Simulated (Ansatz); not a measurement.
Level of theory: DFT PBE, scalar-relativistic, plane waves, PAW (Ansatz 0.2.0). Settings: cutoff 420 eV, Γ-centred meshes spaced at most about 0.3 Å⁻¹, and about 0.25 Å⁻¹ or finer for metals (2π included), Gaussian smearing. No spin polarisation.

Each guess is relaxed in cell and atoms at zero pressure, on a coarse mesh first where it starts far from rest and then on a converged one. The steps can't lower the symmetry of the start, but it can rise. Energies are static (0 K, no zero-point motion).

Two unrelaxed guesses for Zn4S:

A.

```
Zn S
1.0
     4.53703    0.00000    0.00000
     0.00000    4.53703    0.00000
     0.00000    0.00000    4.53703
Zn S
4 1
Direct
  0.30804 0.30804 0.30804
  0.69196 0.69196 0.30804
  0.69196 0.30804 0.69196
  0.30804 0.69196 0.69196
  0.00000 0.00000 0.00000
```

B.

```
Zn S
1.0
    -3.01526    3.01526    3.01526
     3.01526   -3.01526    3.01526
     3.01526    3.01526   -3.01526
Zn S
4 1
Cartesian
  2.2503 2.2503 -2.2503
  -2.2503 2.2503 2.2503
  2.2503 -2.2503 2.2503
  0.7649 0.7649 0.7649
  0.0000 0.0000 0.0000
```

Problem. Do they relax into the same structure? If not, which is lower?

Solution. No. A ends lower, by 0.31 eV/atom. A: P-43m at 18.7 Å³/atom → P-43m at 18.2 Å³/atom; B: I-43m at 21.9 Å³/atom → Im-3m at 19.5 Å³/atom. Counting Zn atoms around S (those within 1.25 times the shortest such distance or 1.15 times the sum of covalent radii), the end of A has S 4 and the end of B has S 8. End of A. Conventional cell: a = 4.495 Å. Zn is surrounded by 1 S at 2.31 Å and 3 Zn at 2.58 Å; around S lie 4 Zn at 2.31 Å. End of B. Conventional cell: a = 5.800 Å. Zn has 2 S at 2.51 Å and 6 Zn at 2.90 Å; S is surrounded by 8 Zn at 2.51 Å.

Ends held by symmetry can be saddle points.
